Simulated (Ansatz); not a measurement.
# HfO₂ at several levels of theory

One geometry, relaxed with PBE, and single points on it; plane waves with PAW potentials in Ansatz, scalar-relativistic unless the row names spin-orbit coupling. No spin polarisation. Meshes are on the primitive cell of 12 atoms. Gaps are the least over mesh and band path; pressure is positive in compression. Smearing is Gaussian, 0.02 eV.

```xyz
12
Lattice="5.2938 0.0000 0.0000 0.0000 5.0692 0.0000 0.0000 0.0000 5.1010" Properties=species:S:1:pos:R:3 pbc="T T T"
Hf    0.1727    1.3499    1.2242
Hf    2.4742    1.3499    3.7746
Hf    2.8196    3.7194    1.2242
Hf    5.1211    3.7194    3.7746
O     1.9343    0.3427    1.9544
O     0.7126    0.3427    4.5049
O     3.8602    2.3461    2.4988
O     4.0806    2.3461    5.0492
O     1.4336    2.7231    5.0492
O     1.2133    2.7231    2.4988
O     4.5812    4.7266    1.9544
O     3.3595    4.7266    4.5049
```

```tsv
level	cutoff (eV)	k mesh	gap (eV)	pressure (GPa)	rough cost with bands (core-min)
PBE	420	4×6×6	4.37	0.0	5
r2SCAN	500	4×6×6	4.88	-5.7	9
PBE with spin-orbit coupling	420	4×6×6	4.32	-0.2	21
PBEsol	420	4×6×6	4.27	-7.5	5
```

Spin-orbit coupling is left out except in a row that names it, which matters for the bands of heavy elements.

This form isn't the usual stable structure of the compound.